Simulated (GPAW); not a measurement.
**HgTe (Coloradoite): band structure with rSCAN**

The system is HgTe (Coloradoite).

```xyz
2
Lattice="0.0000 3.2145 3.2145 3.2145 0.0000 3.2145 3.2145 3.2145 0.0000" Properties=species:S:1:pos:R:3 pbc="T T T"
Hg    0.0000    0.0000    0.0000
Te    1.6073    1.6073    1.6073
```

* Program: GPAW 26.7.0
* Task: band structure
* Functional: rSCAN
* Potentials or basis: GPAW PAW data sets (gpaw-data 1.2.1)
* Cutoff: 600 eV
* Basis: pw
* k mesh: 6 × 6 × 6
* Occupations: fermi-dirac, width 0.05 eV
* Spin: spin-orbit coupling, no magnetisation
* Maxiter: 150
* Band path: GXWKGLUWLK,UX
* Band points: 100
* spin axis theta (degrees): 0
* spin axis phi (degrees): 0
* Soc after scf: second variation without the xc potential

The pressure is 3.4 GPa. The band gap along the path is none (metal or under the smearing width).

Levels at the corners of the path, in eV from the Fermi level:
| point | band 22 | band 23 | band 24 | band 25 | band 26 | band 27 |
| --- | --- | --- | --- | --- | --- | --- |
| Γ | -0.54 | -0.01 | -0.01 | -0.01 | -0.01 | 3.39 |
| X | -2.81 | -2.65 | -2.65 | 1.86 | 1.86 | 2.39 |
| W | -3.09 | -2.96 | -2.92 | 3.00 | 3.45 | 4.51 |
| K | -3.40 | -2.31 | -2.28 | 2.15 | 2.31 | 3.97 |
| Γ | -0.54 | -0.01 | -0.01 | -0.01 | -0.01 | 3.39 |
| L | -1.66 | -1.04 | -1.04 | 0.74 | 0.74 | 4.82 |
| U | -3.40 | -2.31 | -2.28 | 2.15 | 2.31 | 3.97 |
| W | -3.09 | -2.96 | -2.92 | 3.00 | 3.45 | 4.51 |
| L | -1.66 | -1.04 | -1.04 | 0.74 | 0.74 | 4.82 |
| K | -3.40 | -2.31 | -2.28 | 2.15 | 2.31 | 3.97 |
| U | -3.40 | -2.31 | -2.28 | 2.15 | 2.31 | 3.97 |
| X | -2.81 | -2.65 | -2.65 | 1.86 | 1.86 | 2.39 |

Run time: 3.6 min on 1 thread of Arm Neoverse V2 (shared host), peak memory 0.53 GiB.

Caveat: spin-orbit coupling was added after a scalar SCF, so levels and gaps hold it while energy, forces, pressure and moments don't; this program's spin-orbit splittings come out too wide for heavy elements; the PAW data sets were made with another functional, which shifts forces and pressure a little.
